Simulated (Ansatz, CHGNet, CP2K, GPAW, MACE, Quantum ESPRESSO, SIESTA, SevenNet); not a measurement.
# Running 1T-TiS2, 4 layers, V on Ti sites (48 atoms) with Quantum ESPRESSO

How near does Quantum ESPRESSO come to plane waves for 1T-TiS2, 4 layers, V on Ti sites (48 atoms)?

Program: Quantum ESPRESSO 7.5. Level of theory: the method is named at each step. Results are calculated unless marked as measured.

**1. The starting structure**

The cell holds 48 atoms: 5 V, 32 S and 11 Ti. Its edges and angles: a = 6.820 Å, b = 6.820 Å, c = 36.770 Å, α = 90.0°, β = 90.0°, γ = 120.0°. It derives from TiS2 (1T-TiS2). 4 layers of 1T-TiS2 (a = 3.41 Å), 2 x 2 cells, every second layer slid by 0.667 of a1 + 2 a2; facing planes 3.09, 3.1, 3.14 Å apart; 16 Å of vacuum; 5 of 16 Ti replaced by V at random; displaced by a Gaussian of 0.06 Å. Then every atom was moved at random, 0.03 Å r.m.s. a Cartesian component. Regions: layer 1, 12 atoms (1 V, 8 S and 3 Ti); layer 2, 12 atoms (2 Ti, 8 S and 2 V); layer 3, 12 atoms (2 Ti, 8 S and 2 V); layer 4, 12 atoms (4 Ti and 8 S). Vacuum lies along c.

The yardstick, on the same geometry:

```
method                 : Kohn-Sham DFT, PBE, PAW, plane waves (Ansatz 0.2.0); cutoff 420 eV, Γ point, fermi-dirac smearing of 0.05 eV, spin polarised, started with 5 parallel moments, ending at 6.3 μB in the cell; PAW set soft_2
r.m.s. force component : 0.7217 eV/Å
longest force          : 2.551 eV/Å
SCF cycles             : 26
time                   : 20 s on 8 threads of Arm Neoverse V2, shared host
CPU time               : 2.5 min
```

**2. PBE, sssp-1.3.0-efficiency, 45/360 Ry**

Method: Kohn-Sham DFT, PBE, SSSP efficiency 1.3.0 pseudopotentials, plane waves.

The input, pw.in:

```
&control
  calculation = 'scf'
  pseudo_dir = './pseudo'
  outdir = './tmp'
  disk_io = 'none'
  tprnfor = .true.
/
&system
  ibrav = 0
  nat = 48
  ntyp = 3
  ecutwfc = 45
  ecutrho = 360
  nosym = .true.
  occupations = 'smearing'
  smearing = 'fd'
  degauss = 0.003675
  nspin = 2
  starting_magnetization(1) = 0.5
/
&electrons
  conv_thr = 2.4e-07
  electron_maxstep = 100
  mixing_beta = 0.2
  mixing_mode = 'local-TF'
  diagonalization = 'david'
/
ATOMIC_SPECIES
V1 50.941 V.upf
S 32.060 S.upf
Ti 47.867 Ti.upf
CELL_PARAMETERS angstrom
6.82000 0.00000 0.00000
-3.41000 5.90629 0.00000
0.00000 0.00000 36.77000
ATOMIC_POSITIONS crystal
V1 0.96510 0.97966 0.25807
S 0.16054 0.34848 0.29666
S 0.34191 0.17575 0.21680
Ti 0.99916 0.50456 0.25648
S 0.18301 0.85692 0.29887
S 0.32230 0.64465 0.21918
Ti 0.50131 0.99503 0.25569
S 0.65771 0.31915 0.29528
S 0.85166 0.17766 0.21839
Ti 0.51893 0.52862 0.25963
S 0.67060 0.84068 0.29745
S 0.82182 0.66113 0.21820
Ti 0.33565 0.67012 0.42090
S 0.49620 0.99993 0.45628
S 0.65077 0.81597 0.37791
V1 0.33488 0.16925 0.41722
S 0.49314 0.47687 0.45883
S 0.67042 0.31793 0.38076
V1 0.82099 0.63989 0.41786
S 0.02705 0.01872 0.45740
S 0.17684 0.81981 0.38041
Ti 0.82545 0.14731 0.42252
S 0.99921 0.50304 0.45822
S 0.16717 0.33560 0.37934
Ti 0.99246 0.99070 0.58088
S 0.16689 0.33485 0.61941
S 0.33811 0.16526 0.54214
Ti 0.99529 0.49240 0.58473
S 0.16951 0.85301 0.62004
S 0.32874 0.66663 0.54251
V1 0.51243 0.01453 0.58057
S 0.67310 0.35751 0.61766
S 0.82730 0.18551 0.53990
V1 0.49554 0.49305 0.58294
S 0.66842 0.81622 0.61567
S 0.83307 0.66604 0.53947
Ti 0.33018 0.66881 0.74358
S 0.49202 0.01026 0.78426
S 0.68211 0.83770 0.70791
Ti 0.32765 0.17428 0.74742
S 0.50284 0.49884 0.78656
S 0.68357 0.33854 0.70204
Ti 0.83151 0.66083 0.73958
S 0.00681 0.01081 0.77801
S 0.16501 0.83566 0.70598
Ti 0.83050 0.14620 0.74488
S 0.00531 0.50111 0.78062
S 0.18366 0.34948 0.70542
K_POINTS gamma
```

Command:

```bash
$ OMP_NUM_THREADS=1 mpirun -np 4 pw.x -in pw.in > output.txt
```

Numbers of over 12 decimals in the logs are rounded to 6 here.

The program printed:

```text
Program PWSCF
     gamma-point specific algorithms are used
     one sub-group per band group will be used
     scalapack distributed-memory algorithm (size of sub-group:  2*  2 procs)
     Parallelization info
     sticks:   dense  smooth     PW     G-vecs:    dense   smooth      PW
     Min        1026     515    127               288122   101930   12736
     Max        1027     518    128               288169   101952   12759
     Sum        4105    2065    511              1152551   407769   50987
     bravais-lattice index     =            0
     lattice parameter (alat)  =      12.8879  a.u.
     unit-cell volume          =    9995.1513 (a.u.)^3
     number of atoms/cell      =           48
     number of atomic types    =            3
     number of electrons       =       389.00
     number of Kohn-Sham states=          234
     kinetic-energy cutoff     =      45.0000  Ry
     charge density cutoff     =     360.0000  Ry
     scf convergence threshold =      2.4E-07
     mixing beta               =       0.2000
     number of iterations used =            8  local-TF  mixing
     Exchange-correlation=  SLA  PW   PBX  PBC
                           (   1   4   3   4   0   0   0)
     crystal axes: (cart. coord. in units of alat)
               a(1) = (   1.000000   0.000000   0.000000 )
               a(2) = (  -0.500000   0.866025   0.000000 )
               a(3) = (   0.000000   0.000000   5.391496 )
     reciprocal axes: (cart. coord. in units 2 pi/alat)
               b(1) = (  1.000000  0.577351 -0.000000 )
               b(2) = (  0.000000  1.154701  0.000000 )
               b(3) = (  0.000000 -0.000000  0.185477 )
     PseudoPot. # 1 for V :
     Pseudo is Ultrasoft + core correction, Zval = 13.0
     PseudoPot. # 2 for S :
     Pseudo is Ultrasoft + core correction, Zval =  6.0
     PseudoPot. # 3 for Ti:
     Pseudo is Ultrasoft + core correction, Zval = 12.0
     atomic species   valence    mass     pseudopotential
     V1               13.00    50.94100     V ( 1.00)
     S                 6.00    32.06000     S ( 1.00)
     Ti               12.00    47.86700     Ti( 1.00)
     Starting magnetic structure
     atomic species   magnetization
     V1              0.500
     S               0.000
     Ti              0.000
     No symmetry found
   Cartesian axes
     number of k points=     1  Fermi-Dirac smearing, width (Ry)=  0.0037
                       cart. coord. in units 2pi/alat
        k(    1) = (   0.0000000   0.0000000   0.0000000), wk =   1.0000000
     Dense  grid:   576276 G-vectors     FFT dimensions: (  80,  80, 432)
     Smooth grid:   203885 G-vectors     FFT dimensions: (  60,  60, 300)
     Check: negative core charge=   -0.000004
     Generating pointlists ...
     new r_m :   0.1362 (alat units)  1.7552 (a.u.) for type    1
     new r_m :   0.1333 (alat units)  1.7179 (a.u.) for type    2
     new r_m :   0.1333 (alat units)  1.7179 (a.u.) for type    3
     Initial potential from superposition of free atoms
     starting charge     377.9922, renormalised to     389.0000
     negative rho (up, down):  1.077E-02 9.138E-03
     Starting wfcs are  288 randomized atomic wfcs
     Self-consistent Calculation
     iteration #  1     ecut=    45.00 Ry     beta= 0.20
     negative rho (up, down):  1.515E-01 1.498E-01
     total energy              =   -2886.34727167 Ry
     estimated scf accuracy    <   14397.81015036 Ry
     total magnetization       =     0.69 Bohr mag/cell
     absolute magnetization    =     2.37 Bohr mag/cell
     iteration #  2     ecut=    45.00 Ry     beta= 0.20
     negative rho (up, down):  5.673E-01 5.664E-01
     total energy              =   -2748.51441140 Ry
     estimated scf accuracy    <    8147.53635542 Ry
     total magnetization       =     0.57 Bohr mag/cell
     absolute magnetization    =     2.07 Bohr mag/cell
     iteration #  3     ecut=    45.00 Ry     beta= 0.20
[...]
total energy              =   -2816.37410188 Ry
     estimated scf accuracy    <     350.74396708 Ry
     total magnetization       =     4.51 Bohr mag/cell
     absolute magnetization    =     5.95 Bohr mag/cell
[...]
c_bands:  1 eigenvalues not converged
[...]
total energy              =   -2810.91966707 Ry
[...]
iteration # 50     ecut=    45.00 Ry     beta= 0.20
[...]
total energy              =   -2810.91966715 Ry
     estimated scf accuracy    <       0.00000025 Ry
     total magnetization       =     6.25 Bohr mag/cell
     absolute magnetization    =    13.81 Bohr mag/cell
     iteration # 51     ecut=    45.00 Ry     beta= 0.20
     negative rho (up, down):  5.574E-03 1.511E-02
     Magnetic moment per site  (integrated on atomic sphere of radius R)
     atom   1 (R=0.136)  charge= 10.4262  magn=  1.2044
     atom   2 (R=0.133)  charge=  3.5046  magn= -0.1043
     atom   3 (R=0.133)  charge=  3.4642  magn= -0.1465
[...]
atom  47 (R=0.133)  charge=  3.5547  magn=  0.0070
     atom  48 (R=0.133)  charge=  3.5466  magn=  0.0076
     End of self-consistent calculation
 ------ SPIN UP ------------
          k = 0.0000 0.0000 0.0000 ( 25494 PWs)   bands (ev):
   -62.5801 -62.5335 -62.5324 -62.5276 -62.4954 -55.1135 -55.0550 -54.9998
   -54.9911 -54.9908 -54.9774 -54.9514 -54.9293 -54.8779 -54.8667 -54.8346
   -36.4656 -36.4278 -36.4265 -36.4167 -36.4058 -36.3900 -36.3756 -36.3646
[...]
4.2525   4.3816
 ------ SPIN DOWN ----------
          k = 0.0000 0.0000 0.0000 ( 25494 PWs)   bands (ev):
[...]
4.1453   4.2174   4.2499   4.2839   4.3228   4.3241   4.3424   4.3937
     4.4081   4.4577   4.4585   4.4684   4.4984   4.5340   4.5377   4.5702
     4.6184   4.6314
     the Fermi energy is     2.5918 ev
!    total energy              =   -2810.91966721 Ry
     estimated scf accuracy    <       0.00000011 Ry
     smearing contrib. (-TS)   =      -0.01913102 Ry
     internal energy E=F+TS    =   -2810.90053619 Ry
     The total energy is F=E-TS. E is the sum of the following terms:
     one-electron contribution =  -21992.81851727 Ry
     hartree contribution      =   11054.27207530 Ry
     xc contribution           =    -566.72769847 Ry
     ewald contribution        =    8694.37360425 Ry
     total magnetization       =     6.25 Bohr mag/cell
     absolute magnetization    =    13.81 Bohr mag/cell
     convergence has been achieved in  51 iterations
     negative rho (up, down):  5.574E-03 1.511E-02
     Forces acting on atoms (cartesian axes, Ry/au):
     atom    1 type  1   force =     0.00438527   -0.02128776   -0.00142212
     atom    2 type  2   force =    -0.00483091   -0.00342283   -0.03473849
     atom    3 type  2   force =     0.02519039   -0.02044393    0.03005445
[...]
atom   47 type  2   force =     0.00655755    0.04935242    0.00737667
     atom   48 type  2   force =     0.01945829    0.01382271    0.01963590
     Total force =     0.336980     Total SCF correction =     0.000839
     Message from routine punch:
     Nothing written, as per user request (disk_io='none')
```

Elapsed: 11 min, on 4 MPI ranks of Arm Neoverse V2, shared host; peak memory 3.6 GiB; 43 min of CPU time.

Banners, paths, timers and routine set-up lines are dropped from the logs unmarked, and long logs keep their key lines alone; longer cuts are marked.

Against the reference:

* r.m.s. force component: 0.722 eV/Å
* r.m.s. difference of force components: 6.179 meV/Å
* longest difference of force vectors: 31.45 meV/Å
* force difference over r.m.s. force: 0.8562 %
* slope of forces against the reference's: 1
* correlation of force components: 1

Length of the force difference by element (eV/Å):

```csv
element,atoms,mean,most
S,32,0.0079,0.015
Ti,11,0.0077,0.021
V,5,0.019,0.032
```

Local excerpt of 13 atoms (numbers count through the whole input) about S44, picked at random; x, y, z are measured from there.

```csv
atom,x,y,z,distance (Å),bonds,moment (μB),Fx,Fy,Fz (eV/Å)
S44,0.00,0.00,0.00,0.00,3,0.00,-0.05,-0.60,1.33
Ti40,1.63,0.97,-1.12,2.20,6,-0.01,0.38,1.75,-0.35
Ti46,-1.66,0.80,-1.22,2.21,6,-0.02,-1.67,-0.58,0.02
Ti43,0.00,-2.07,-1.41,2.50,6,-0.01,0.51,-2.50,-0.20
S39,-1.62,-1.02,-2.58,3.21,3,0.00,-0.84,0.78,-0.88
S45,1.68,-1.03,-2.65,3.30,3,0.00,0.89,0.04,0.59
S38,3.31,0.00,0.23,3.32,3,0.01,1.43,0.36,-0.67
S48,0.05,2.00,-2.67,3.34,3,0.01,0.50,0.36,0.50
S47,-1.68,2.90,0.10,3.35,3,0.01,0.17,1.27,0.19
S41,1.72,2.88,0.31,3.37,3,0.01,0.38,-0.21,-0.86
S47,1.73,-3.01,0.10,3.47,3,0.01,0.17,1.27,0.19
S41,-1.69,-3.02,0.31,3.48,3,0.01,0.38,-0.21,-0.86
S38,-3.51,0.00,0.23,3.52,3,0.01,1.43,0.36,-0.67
```

Forces lie 0.86 % from the reference's, at 17 times its CPU time (on 4 against 8 cores).

**3. Outcome**

```json
{
  "force difference from the reference": "QE PBE, sssp-1.3.0-efficiency, 45/360 Ry, 0.86 %",
  "its CPU time": "43 min"
}
```

In words: PBE on plane waves or a grid with other potentials, cutoffs or grids differs from the reference by 0.86 % (QE PBE, sssp-1.3.0-efficiency, 45/360 Ry) of the r.m.s. force; this holds the reference's own error, so differences of a few per cent don't tell which side is nearer the exact PBE result (QE's 45 Ry are 612 eV, against the reference's 420 eV). In the spin-polarised runs the search for a state of lower energy was switched off. The run was spin polarised, started with 5 parallel moments, ending at 6.3 μB in the cell; that starting order needn't be the real material's, and it bears on forces, charges and levels. The cell is under 6 Å thick along two periodic directions, so every atom has periodic images of itself close by, which move with it and show among its neighbours and in g(r). Without a Hubbard term or exact exchange, open shells on V are likely too delocalised. The electronic-structure runs sample only Γ, in a cell whose shortest periodic width is 6 Å, which is coarse for a cell with partly filled levels.

[Also dropped from logs without a mark: logging warnings of Python, and SIESTA's first energy breakdown and zero terms.]

[Logs are printed without paths, hosts, clocks, repeated set-up lines and the standing remarks that a program may print on its own settings, such as how far it seeks lower states.]

[Hosts, paths, dates, database ids (printed as entryN), source tags and the programs' standing remarks are cut or masked in the printed files.]
